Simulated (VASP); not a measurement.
**VASP 6.6.1 run: CdTe**

INCAR

```
ALGO = Conjugate
ISIF = 2
ISPIN = 2
ENCUT = 520
LWAVE = .FALSE.
MAGMOM = -1 1
NSW = 0
GGA = PE
LASPH = .TRUE.
LREAL = .FALSE.
EDIFF = 1E-7
LCHARG = .FALSE.
NELM = 70
ISMEAR = -1
SIGMA = 0.02
IBRION = -1
NBANDS = 16
PREC = Accurate
```

KPOINTS

```
KPOINTS created by Atomic Simulation Environment
0
Gamma
6 6 6
0 0 0
```

POSCAR

```
Cd Te
 1.0000000000000000
     0.0000000000000000    3.3727778470000001    3.2799551172000001
     3.3727778470000001    0.0000000000000000    3.2799551172000001
     3.3727778470000001    3.3727778470000001    0.0000000000000000
 Cd  Te
   1   1
Cartesian
  0.0000000000000000  0.0000000000000000  0.0000000000000000
  1.6863889235000000  1.6863889235000000  1.6399775585999998
```

The recommended PBE PAW datasets give the neutral cell 18 valence electrons.

Command

```
mpirun -np 1 vasp_std
```

Q: How does this run end, and what does it give?

A: It converged. Results: pressure -0.9 GPa; magnetic moment of the cell 0.00 μB.

OSZICAR

```
N       E                     dE             d eps       ncg     rms           ort
DAV:   1     0.101056015478E+03    0.10106E+03   -0.89484E+03   480   0.104E+03
DAV:   2    -0.102224804844E+01   -0.10208E+03   -0.97336E+02   480   0.233E+02
DAV:   3    -0.476442528071E+01   -0.37422E+01   -0.37373E+01   480   0.466E+01
DAV:   4    -0.480079325257E+01   -0.36368E-01   -0.36367E-01   480   0.401E+00
DAV:   5    -0.480094718832E+01   -0.15394E-03   -0.15394E-03   480   0.215E-01
SDA:   6    -0.443143877376E+01    0.36951E+00   -0.15394E-03   480   0.148E+01   0.000E+00
CGA:   7    -0.472906452351E+01   -0.29763E+00   -0.29761E+00   480   0.161E+00   0.275E-02
CGA:   8    -0.478466802646E+01   -0.55604E-01   -0.55687E-01   480   0.264E-01  -0.467E-03
CGA:   9    -0.479701992617E+01   -0.12352E-01   -0.12342E-01   480   0.502E-02   0.492E-04
CGA:  10    -0.479915094950E+01   -0.21310E-02   -0.21373E-02   480   0.147E-02  -0.341E-04
CGA:  11    -0.479968222028E+01   -0.53127E-03   -0.52836E-03   480   0.451E-03   0.280E-04
CGA:  12    -0.479987636194E+01   -0.19414E-03   -0.19505E-03   480   0.103E-03  -0.585E-05
CGA:  13    -0.479992010797E+01   -0.43746E-04   -0.43578E-04   480   0.125E-04   0.115E-05
CGA:  14    -0.479992529098E+01   -0.51830E-05   -0.51265E-05   480   0.213E-05   0.527E-06
SDA:  15    -0.479992627115E+01   -0.98017E-06   -0.14675E-05   480   0.235E-05  -0.139E-05
CGA:  16    -0.479992663745E+01   -0.36630E-06   -0.45277E-06   480   0.265E-06   0.571E-06
SDA:  17    -0.479992669424E+01   -0.56790E-07   -0.69808E-07   480   0.928E-07   0.110E-06
SDA:  18    -0.479992682205E+01   -0.12781E-06   -0.12737E-06   480   0.157E-06  -0.583E-07
SDA:  19    -0.479992682210E+01   -0.53660E-10   -0.88638E-10   480   0.144E-06   0.151E-06
   1 F= -.47999268E+01 E0= -.47999268E+01  d E =-.762779E-07  mag=    -0.0000
```

For comparison, a separate PBE run of the intended cell, on usual settings and not on those above, gives a gap of 0.44 eV on its mesh and a pressure of -0.9 GPa.
